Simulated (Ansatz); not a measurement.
# A strain series on CdF2 (fluorite): isotropic on every length

CdF2 (fluorite), relaxed with r2SCAN in Ansatz 0.2.0, then strained (isotropic on every length; changes of length per length, axes as in the cell below) with the atoms relaxed again within the symmetry that is left. It is cubic, Fm-3m (No. 225); a = 5.388 Å in the conventional setting, 13.04 Å³ an atom. Around Cd lie 8 F at 2.33 Å; around F lie 4 Cd at 2.33 Å. The values are computed, spin-unpolarised, and not measurements.

```yaml
crystal:
  lattice:
    - [0.00000, 2.69418, 2.69418]
    - [2.69418, 0.00000, 2.69418]
    - [2.69418, 2.69418, 0.00000]
  atoms:
    - { symbol: Cd, position: [0.00000, 0.00000, 0.00000] }
    - { symbol: F, position: [0.25000, 0.25000, 0.25000] }
    - { symbol: F, position: [0.75000, 0.75000, 0.75000] }
```

Gaps are the least over each mesh (PBE 8×8×8, r2SCAN 8×8×8, HSE06 6×6×6 when unstrained) and the special points, which keep their unstrained names; stress is the change from the unstrained cell, compression positive.

| strain (%) | gap, PBE (eV) | gap, r2SCAN (eV) | gap, HSE06 (eV) | edges, HSE06 | mean stress, r2SCAN (GPa) | energy rise, r2SCAN (meV/atom) |
| --- | --- | --- | --- | --- | --- | --- |
| -5.52 | 3.727 | 4.426 | 5.894 | W → Γ | +28.94 | 156.6 |
| -4.0 | 3.548 | 4.248 | 5.700 | W → Γ | +18.55 | 77.4 |
| 0.0 | 3.100 | 3.794 | 5.207 | W → Γ | 0.00 | 0.0 |
| +2.0 | 2.887 | 3.575 | 4.968 | W → Γ | -5.83 | 15.3 |

Q: Estimate the row for a strain of +3.47 %.

A:

| strain (%) | gap, PBE (eV) | gap, r2SCAN (eV) | gap, HSE06 (eV) | edges, HSE06 | mean stress, r2SCAN (GPa) | energy rise, r2SCAN (meV/atom) |
| --- | --- | --- | --- | --- | --- | --- |
| +3.47 | 2.735 | 3.417 | 4.797 | W → Γ | -9.06 | 43.7 |

Between zero and the nearest strains the slope of the HSE06 gap against strain is -0.123 eV per percent for negative and -0.119 for positive strain.

Spin-orbit coupling is left out.

The meshes of the hybrids are coarse, so their gaps aren't converged to the digits shown.
